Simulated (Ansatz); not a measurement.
# HfN: band structure with revPBE

The system is HfN.

```xyz
2
Lattice="0.0000 2.2560 2.2560 2.2560 0.0000 2.2560 2.2560 2.2560 0.0000" Properties=species:S:1:pos:R:3 pbc="T T T"
Hf    0.0000    0.0000    0.0000
N     2.2560    2.2560    2.2560
```

```json
{
  "Program": "Ansatz 0.2.0",
  "Task": "band structure",
  "Functional": "revPBE",
  "Potentials or basis": "all-electron LAPW, scalar-relativistic",
  "Cutoff": "344 eV (chosen from the basis error)",
  "Basis error allowed": "0.001 eV/atom",
  "k mesh": "10 × 10 × 10",
  "Occupations": "fermi-dirac, width 0.05 eV",
  "Spin": "no spin polarisation"
}
```

| Quantity | Value |
| --- | --- |
| Pressure | 10.0 GPa |
| Band gap along the path | none (metal or under the smearing width) |

Levels at the corners of the path, in eV from the Fermi level:
| point | band 23 | band 24 | band 25 | band 26 | band 27 | band 28 |
| --- | --- | --- | --- | --- | --- | --- |
| Γ | -3.01 | -3.01 | -0.41 | -0.41 | -0.41 | 1.73 |
| X | -3.89 | -3.72 | -3.72 | 4.06 | 5.50 | 5.50 |
| W | -5.57 | -5.57 | 1.09 | 1.09 | 5.50 | 5.52 |
| K | -5.63 | -5.03 | -0.89 | 3.84 | 4.43 | 5.99 |
| Γ | -3.01 | -3.01 | -0.41 | -0.41 | -0.41 | 1.73 |
| L | -6.30 | -6.30 | 3.22 | 3.67 | 3.67 | 4.39 |
| U | -5.63 | -5.03 | -0.89 | 3.84 | 4.43 | 5.99 |
| W | -5.57 | -5.57 | 1.09 | 1.09 | 5.50 | 5.52 |

Run time: 18 s on 1 thread of Arm Neoverse V1 (shared host), peak memory 0.33 GiB.

Caveat: spin-orbit coupling is left out, which moves the levels of the heavy elements.
